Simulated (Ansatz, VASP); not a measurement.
# Cross-check of InGaP2 (random alloy of the zinc-blende GaP-InP line, x = 0.5) between VASP and Ansatz, part 2 of 2

Aim: how closely do two programs agree when they are given the same cell, functional and k mesh? Of the first pair: The structure shown is the start of the Ansatz relaxation below; VASP solves that cell, so the two are compared at the walk's first step.

VASP 6.6.1 and Ansatz 0.2.0.

So far: Starting point; Ansatz: relaxation, LDA.

## Step 3: VASP: single point, LDA, start cell, pair 1

Level of this step: LDA; plane waves and PAW (In_d, P, Ga_d) (VASP).

The same cell, functional (in two slightly different forms), mesh and smearing now go to VASP, with its own data sets.

Lines of VASP's logs that name or quote its potential files are left out, and so is its time.

INCAR

```
SYSTEM = InGaP2
PREC = Accurate
ENCUT = 400
EDIFF = 1E-06
NELM = 120
ISMEAR = -1
SIGMA = 0.05
LREAL = Auto
ALGO = Normal
GGA = PW92
NBANDS = 336
LORBIT = 11
LWAVE = .FALSE.
LCHARG = .FALSE.
ISIF = 2
LASPH = .TRUE.
GGA_COMPAT = .FALSE.
EFERMI = MIDGAP
NCORE = 2
```

POSCAR

```
InGaP2
1.0
   11.4700000000      0.0000000000      0.0000000000
    0.0000000000     11.4700000000      0.0000000000
    0.0000000000      0.0000000000     11.4700000000
In P Ga
16 32 16
Direct
    0.0028334786      0.9989276373      0.9990758500
    0.0015693112      0.9988142982      0.4997907585
    0.2486835222      0.5021795990      0.2508892764
    0.2519703575      0.7526503923      0.0038099390
    0.0004010462      0.7513339146      0.7496076722
    0.5006974717      0.2510374891      0.2480906713
    0.7495379250      0.0000610288      0.2476111595
    0.7506102877      0.2477070619      0.9999302528
    0.5028421970      0.2505928509      0.7479075850
    0.7478639930      0.0009590235      0.7513775065
    0.5009241500      0.5002441151      0.0001394943
    0.4994594595      0.7457541412      0.2518134263
    0.7504272014      0.7494768963      0.0008631212
    0.5038186574      0.4966870096      0.4988666085
    0.5000784656      0.7496076722      0.7523190933
    0.7509764603      0.7504184830      0.5004882302
    0.1231299041      0.1265126417      0.1209938971
    0.1245684394      0.3775501308      0.3714123801
    0.3730775937      0.1246992153      0.3734699215
    0.3770008718      0.3765736704      0.1258761988
    0.1233740192      0.1245335658      0.6259197908
    0.1235309503      0.3738273758      0.8749782040
    0.3762859634      0.1246730602      0.8734524847
    0.3738884045      0.3753269398      0.6286573670
    0.1243940715      0.6230078466      0.1243940715
    0.1266172624      0.8755013078      0.3765387969
    0.3744812554      0.6258500436      0.3748735833
    0.3725632084      0.8724760244      0.1241238012
    0.1214734089      0.6244725371      0.6264428945
    0.1246469050      0.8753269398      0.8757105493
    0.3756582389      0.6252136007      0.8769659983
    0.3738884045      0.8757367044      0.6251264167
    0.6262162162      0.1242197036      0.1271403662
    0.6253007847      0.3762859634      0.3733391456
    0.8755536181      0.1264777681      0.3734960767
    0.8721795990      0.3769572799      0.1257105493
    0.6284306888      0.1217611160      0.6271578030
    0.6265126417      0.3746817786      0.8739494333
    0.8739058413      0.1259110724      0.8729991282
    0.8748212729      0.3765213601      0.6263121186
    0.6260767219      0.6254141238      0.1261900610
    0.6288142982      0.8757715780      0.3748299913
    0.8730427201      0.6240976460      0.3732606800
    0.8746992153      0.8767218832      0.1253705318
    0.6265736704      0.6294071491      0.6245684394
    0.6244986922      0.8761900610      0.8744376635
    0.8772537053      0.6248125545      0.8739232781
    0.8748735833      0.8770183086      0.6256408021
    0.0030427201      0.2486660854      0.2505579773
    0.2494420227      0.9993286835      0.2519790759
    0.2500697472      0.2510200523      0.9980819529
    0.9987881430      0.2493112467      0.7487968614
    0.2480470793      0.0004097646      0.7528857890
    0.2487009590      0.2529468178      0.5000871840
    0.0002092415      0.5010810811      0.0005231037
    0.9996425458      0.7510200523      0.2514559721
    0.0002789887      0.5015257193      0.5005492589
    0.2503487358      0.5002092415      0.7488317350
    0.2520924150      0.7503225806      0.4993461203
    0.4993984307      0.0000784656      0.9989189189
    0.4999564080      0.9986486486      0.5022231909
    0.7514036617      0.2500784656      0.4996687010
    0.7497558849      0.4997907585      0.2500261552
    0.7477768091      0.5005492589      0.7508805580
```

KPOINTS

```
Automatic mesh
0
Gamma
1 1 1
0 0 0
```

The projector-augmented-wave data sets are In_d, P and Ga_d (LDA family, release 64).

Command:

```
$ mpirun -np 8 vasp_gam
```

Numbers of over 12 decimals in the logs are rounded to 6 here.

What it wrote:

```text
[banner, memory and clock lines left out]
running    8 mpi-ranks, on    1 nodes
[...]
|                                                                             |
|               ----> ADVICE to this user running VASP <----                  |
|                                                                             |
|     You enforced a specific xc type in the INCAR file but a different       |
|     [... a line on the potential file left out ...]
|     I HOPE YOU KNOW WHAT YOU ARE DOING!                                     |
|                                                                             |

 LDA part: xc-table for (Slater(with rela. corr.)+PW92), standard interpolation
 POSCAR, INCAR and KPOINTS ok, starting setup
[...]
entering main loop
       N       E                     dE             d eps       ncg     rms          rms(c)
DAV:   1     0.912286860236E+04    0.91229E+04   -0.20559E+05   704   0.223E+03
DAV:   2     0.219165407249E+04   -0.69312E+04   -0.67252E+04   672   0.662E+02
DAV:   3     0.814989770821E+02   -0.21102E+04   -0.19924E+04   784   0.278E+02
DAV:   4    -0.282532606163E+03   -0.36403E+03   -0.33402E+03   768   0.107E+02
[...]
DAV:  16    -0.311051034592E+03   -0.10887E-04   -0.11282E-04   752   0.307E-02    0.199E-02
DAV:  17    -0.311051033835E+03    0.75757E-06   -0.11846E-05   544   0.420E-02    0.240E-02
DAV:  18    -0.311051034510E+03   -0.67538E-06   -0.79639E-06   704   0.128E-02
   1 F= -.31105103E+03 E0= -.31104772E+03  d E =-.663623E-02
```

Parts of OUTCAR (step 3):

```text
  Total      -32.1806782    -31.8971567    -32.1731914      0.4119547      0.7574655     -0.9981617
  in kB      -34.1676824    -33.8666548    -34.1597333      0.4373909      0.8042354     -1.0597934
  external PRESSURE =     -34.0646902 kB  Pullay stress =       0.0000000 kB

 POSITION                                       TOTAL-FORCE (eV/Angst)
 -----------------------------------------------------------------------------------
      0.03250     11.45770     11.45940        -0.502853      0.219059     -0.107557
      0.01800     11.45640      5.73260        -0.271450      0.273285     -0.000168
      2.85240      5.76000      2.87770         0.204796     -0.104503     -0.215321
      2.89010      8.63290      0.04370        -0.579151     -0.518499     -0.579843
      0.00460      8.61780      8.59800        -0.137589      0.106205      0.021447
      5.74300      2.87940      2.84560        -0.138657     -0.233338      0.186750
      8.59720      0.00070      2.84010         0.214759      0.082577      0.377806
      8.60950      2.84120     11.46920         0.021604      0.248359      0.029306
      5.76760      2.87430      8.57850        -0.092312     -0.153026      0.085454
      8.57800      0.01100      8.61830         0.487243     -0.268106      0.065690
      5.74560      5.73780      0.00160         0.143545     -0.095870     -0.075843
      5.72880      8.55380      2.88830         0.188655      0.686676     -0.057454
      8.60740      8.59650      0.00990         0.125165      0.015207     -0.126444
      5.77880      5.69700      5.72200        -0.432093      0.461915      0.426962
[...]
-----------------------------------------------------------------------------------
    total drift:                               -0.006425      0.009810     -0.002994

  FREE ENERGIE OF THE ION-ELECTRON SYSTEM (eV)
  ---------------------------------------------------
  free  energy   TOTEN  =      -311.0510345102 eV

  energy  without entropy=     -311.0443982757  energy(sigma->0) =     -311.04771639

[... 2 further parts left out ...]
```

The run ends at a pressure of -3.41 GPa, with forces up to 2.1 eV/Å.

## Step 4: Side by side

Known differences besides the potentials themselves: the cutoff is 420 eV in Ansatz and 400 eV in VASP (PREC = Accurate, projectors in real space); VASP's log shows a relativistic correction to its local exchange, Ansatz's none. Total energies have different zeros and are not compared.

Forces on 9 of the 64 atoms, those with the largest forces and the largest differences (eV/Å; atoms numbered as in POSCAR):

```csv
atom,"Ansatz x, y, z","VASP x, y, z"
In4,"-0.584, -0.523, -0.584","-0.579, -0.518, -0.580"
In14,"-0.435, 0.465, 0.429","-0.432, 0.462, 0.427"
P17,"1.036, 0.676, 1.093","1.034, 0.674, 1.091"
P18,"-0.740, -0.924, 1.152","-0.738, -0.921, 1.150"
P28,"0.705, 1.845, 0.645","0.700, 1.841, 0.641"
P29,"1.160, -0.636, -0.942","1.159, -0.635, -0.941"
P33,"-0.966, -0.564, -1.098","-0.964, -0.565, -1.096"
P34,"1.543, -0.340, -0.029","1.539, -0.338, -0.028"
P37,"-0.505, 0.504, -1.898","-0.503, 0.502, -1.894"
```

The forces differ by 1.6 meV/Å r.m.s., which is 0.3 % of the r.m.s. force of 0.561 eV/Å (both taken over all components).

## Step 5: Ansatz: relaxation, LDA

This run makes the geometry at which the two programs are then compared. The cell compared in this pair holds 1415.78 Å³, against 1509.00 Å³ for the pair before.

The structure compared here is the end of the Ansatz relaxation.

This is the run of step 2 again, met here at its other cell.

## Step 6: VASP: single point, LDA, relaxed cell, pair 2

The same cell, functional (in two slightly different forms), mesh and smearing now go to VASP, with its own data sets.

Changes to INCAR since step 3:

```diff
@@ -2,3 +2,3 @@
 PREC = Accurate
-ENCUT = 400
+ENCUT = 500
 EDIFF = 1E-06
```

POSCAR

```
InGaP2
1.0
   11.2315800000      0.0006920000     -0.0004730000
    0.0006920000     11.2329710000     -0.0010810000
   -0.0004730000     -0.0010810000     11.2217300000
In P Ga
16 32 16
Direct
    0.0065000000      0.0046000000      0.0027000000
    0.0066300000      0.0040000000      0.4976900000
    0.2420100000      0.4981400000      0.2523000000
    0.2483300000      0.7526400000      0.9993200000
    0.0045000000      0.7430300000      0.7478500000
    0.4978300000      0.2466500000      0.2525600000
    0.7498100000      0.0027200000      0.2522400000
    0.7554500000      0.2542600000      0.0003800000
    0.4958000000      0.2482600000      0.7476000000
    0.7460900000      0.0052000000      0.7479500000
    0.5004900000      0.4979800000      0.9974100000
    0.4983000000      0.7544300000      0.2520500000
    0.7520400000      0.7457200000      0.0024600000
    0.5010100000      0.4976200000      0.5024900000
    0.4949800000      0.7522000000      0.7473400000
    0.7526900000      0.7457800000      0.4977900000
    0.1310500000      0.1345300000      0.1359700000
    0.1191900000      0.3665700000      0.3847800000
    0.3643300000      0.1216000000      0.3837500000
    0.3667100000      0.3685700000      0.1189500000
    0.1307000000      0.1332300000      0.6333300000
    0.1241500000      0.3746100000      0.8762600000
    0.3666600000      0.1208100000      0.8807000000
    0.3598600000      0.3735300000      0.6238200000
    0.1121900000      0.6246700000      0.1215500000
    0.1309100000      0.8678900000      0.3668700000
    0.3682200000      0.6305000000      0.3815700000
    0.3724100000      0.8894400000      0.1262800000
    0.1313100000      0.6167400000      0.6149700000
    0.1316500000      0.8832500000      0.8646500000
    0.3646300000      0.6166600000      0.8663500000
    0.3658600000      0.8838100000      0.6182400000
    0.6190800000      0.1200600000      0.1152800000
    0.6390800000      0.3753600000      0.3734900000
    0.8774600000      0.1395800000      0.3741200000
    0.8857200000      0.3796100000      0.1324000000
    0.6231300000      0.1288600000      0.6074200000
    0.6329300000      0.3794600000      0.8648400000
    0.8846800000      0.1334900000      0.8669900000
    0.8786600000      0.3745900000      0.6241600000
    0.6309500000      0.6155000000      0.1367400000
    0.6176500000      0.8836000000      0.3857200000
    0.8857800000      0.6174100000      0.3710400000
    0.8841900000      0.8693400000      0.1335700000
    0.6340400000      0.6178400000      0.6343700000
    0.6161700000      0.8817000000      0.8837900000
    0.8776500000      0.6094700000      0.8750300000
    0.8772600000      0.8755400000      0.6247400000
    0.0031000000      0.2543800000      0.2536100000
    0.2488900000      0.0029700000      0.2531000000
    0.2456000000      0.2485000000      0.9992600000
    0.0042400000      0.2562100000      0.7485500000
    0.2513200000      0.0055600000      0.7478000000
    0.2450700000      0.2482200000      0.5035600000
    0.0006900000      0.4953900000      0.0000800000
    0.0029300000      0.7451600000      0.2513500000
    0.0014400000      0.4954900000      0.5000800000
    0.2428600000      0.4953300000      0.7469900000
    0.2479500000      0.7522900000      0.4991300000
    0.4923000000      0.0030500000      0.9999800000
    0.4922200000      0.0039500000      0.5000900000
    0.7551000000      0.2547100000      0.4987200000
    0.7604200000      0.4975500000      0.2528000000
    0.7581300000      0.4951700000      0.7477100000
```

KPOINTS is that of step 3.

Command:

```
$ mpirun -np 8 vasp_gam
```

What it wrote:

```text
[banner, memory and clock lines left out]
running    8 mpi-ranks, on    1 nodes
[...]
[... a notice as in an earlier step ...]

 LDA part: xc-table for (Slater(with rela. corr.)+PW92), standard interpolation
 POSCAR, INCAR and KPOINTS ok, starting setup
[...]
entering main loop
       N       E                     dE             d eps       ncg     rms          rms(c)
DAV:   1     0.103684122611E+05    0.10368E+05   -0.23146E+05   696   0.261E+03
DAV:   2     0.260306028215E+04   -0.77654E+04   -0.75098E+04   672   0.781E+02
DAV:   3     0.148458255311E+03   -0.24546E+04   -0.23301E+04   792   0.313E+02
DAV:   4    -0.283079825714E+03   -0.43154E+03   -0.39764E+03   784   0.123E+02
[...]
DAV:  20    -0.315828549838E+03    0.47999E-04   -0.71147E-05   872   0.102E-01    0.120E-01
DAV:  21    -0.315828551842E+03   -0.20035E-05   -0.41665E-05   672   0.165E-02    0.115E-01
DAV:  22    -0.315828551130E+03    0.71138E-06   -0.28525E-06   496   0.440E-03
   1 F= -.31582855E+03 E0= -.31582845E+03  d E =-.192762E-03
```

Parts of OUTCAR (step 6):

```text
  Total       -0.3938279     -0.3773249     -0.3681499      0.1120978      0.0534688      0.0307441
  in kB       -0.4456785     -0.4270028     -0.4166198      0.1268564      0.0605084      0.0347918
  external PRESSURE =      -0.4297671 kB  Pullay stress =       0.0000000 kB

 POSITION                                       TOTAL-FORCE (eV/Angst)
 -----------------------------------------------------------------------------------
      0.07301      0.05167      0.03029         0.003584      0.004317      0.002745
      0.07423      0.04440      5.58494        -0.005794      0.007295      0.005328
      2.71838      5.59549      2.83059        -0.001870     -0.001849     -0.000344
      2.78919      8.45347     11.21317        -0.003013     -0.000562      0.000303
      0.05070      8.34563      8.39137         0.005116      0.000802     -0.001674
      5.59147      2.77068      2.83366         0.006798      0.000596     -0.003828
      8.42143      0.03080      2.83021        -0.010797      0.001706      0.008412
      8.48507      2.85662      0.00363        -0.004995      0.007223      0.006796
      5.56844      2.78823      8.38886         0.007141      0.005760      0.005554
      8.37942      0.05812      8.39293        -0.006060      0.003043     -0.006636
      5.62117      5.59306     11.19189         0.000618     -0.000186     -0.000675
      5.59710      8.47456      2.82739        -0.000904      0.003845      0.002149
      8.44711      8.37717      0.02644        -0.002245     -0.004473      0.002817
      5.62724      5.58955      5.63803         0.003473      0.002964     -0.002450
[...]
-----------------------------------------------------------------------------------
    total drift:                                0.023208      0.017929      0.001858

  FREE ENERGIE OF THE ION-ELECTRON SYSTEM (eV)
  ---------------------------------------------------
  free  energy   TOTEN  =      -315.8285511303 eV

  energy  without entropy=     -315.8283583682  energy(sigma->0) =     -315.82845475

[... 1 part as in an earlier step ...]

[... 2 further parts left out ...]
[key lines of the parts left out:]
E-fermi :   5.6554
```

The run ends at a pressure of -0.04 GPa, with forces up to 0.016 eV/Å.

## Step 7: Side by side

What differs besides the data sets and the points named for the pairs above, as far as they apply: the cutoff is 420 eV in Ansatz and 500 eV in VASP (PREC = Accurate, projectors in real space). Total energies have different zeros and are not compared.

The two programs side by side:

```csv
quantity,Ansatz,VASP,difference
pressure (GPa),-0.03,-0.04,+0.02
gap on the k mesh (eV),0.956,0.979,-0.022
```

The largest component of a force difference here is 10 meV/Å. A gap on the mesh is an upper bound, since the band edges may lie between its points. VASP's last cycles still show a density residual of 1e-02, so its state may not be settled.

## Step 8: Results

- r.m.s. force difference (single point, LDA, start cell, pair 1): 0.29 % of the r.m.s. force
- difference in gap on the k mesh (single point, LDA, relaxed cell, pair 2): -0.022 eV

What this shows: The difference in gap on the k mesh is -0.022 eV (single point, LDA, relaxed cell, pair 2), within the 0.08 eV picked in this series as the mark of a large difference. Such differences can come from data sets, numerical settings and the points named under the comparisons, not from the functional's error against experiment.

[Lines on the potential files, build, host, timing and source positions are cut from VASP's logs without a mark.]

[Logs are printed without paths, hosts, clocks, repeated set-up lines and the standing remarks that a program may print on its own settings, such as how far it seeks lower states.]

[Hosts, paths, dates, database ids (printed as entryN), source tags and the programs' standing remarks are cut or masked in the printed files.]
